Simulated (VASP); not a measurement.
Ge:

```
CELL_PARAMETERS angstrom
3.99759 0.00000 0.00000
-1.99879 3.46201 0.00000
0.00000 0.00000 6.59938
ATOMIC_POSITIONS crystal
Ge 0.66667 0.33333 0.06290
Ge 0.33333 0.66667 0.56290
Ge 0.66667 0.33333 0.43710
Ge 0.33333 0.66667 0.93710
```

This isn't the form of Ge at room conditions, which is diamond.

| Quantity | Value |
| --- | --- |
| Program | VASP 6.6.1 |
| Task | relaxation of cell and atoms |
| Functional | RPBE |
| Potentials or basis | VASP PAW PBE potentials, release 64 (Ge_d) |
| Cutoff | 600 eV |
| k mesh | 12 × 12 × 5 |
| Occupations | gaussian, width 0.03 eV |
| Spin | no spin polarisation |

At the start: pressure 4.6 GPa; volume 22.83 Å³/atom.

**Question.** Where does the relaxation end?

**Answer.** Over 8 steps the energy falls by 23.1 meV/atom and the volume is 24.55 Å³/atom (+7.5 %); space group P6_3/mmc (No. 194, to 0.05 Å).

Step by step:
```tsv
step	energy change (eV)	largest force (eV/Å)	pressure (GPa)	volume (Å³)
1	0.0000	0.0123	4.62	91.33
2	-0.0844	0.0340	-1.11	100.31
3	-0.0921	0.0235	0.07	98.15
4	-0.0921	0.0253	-0.05	98.29
5	-0.0922	0.0033	-0.15	98.29
6	-0.0922	0.0016	-0.06	98.29
7	-0.0922	0.0015	0.08	98.19
8	-0.0922	0.0007	-0.04	98.21
```

Final structure:
```
Ge
1.0
     4.09768    0.00000    0.00000
    -2.04884    3.54869    0.00000
     0.00000    0.00000    6.75414
Ge
4
Cartesian
  2.0488 1.1829 0.4237
  0.0000 2.3658 3.8008
  2.0488 1.1829 2.9534
  0.0000 2.3658 6.3305
```

Caveat: the PAW data sets were made with another functional, which shifts forces and pressure a little.
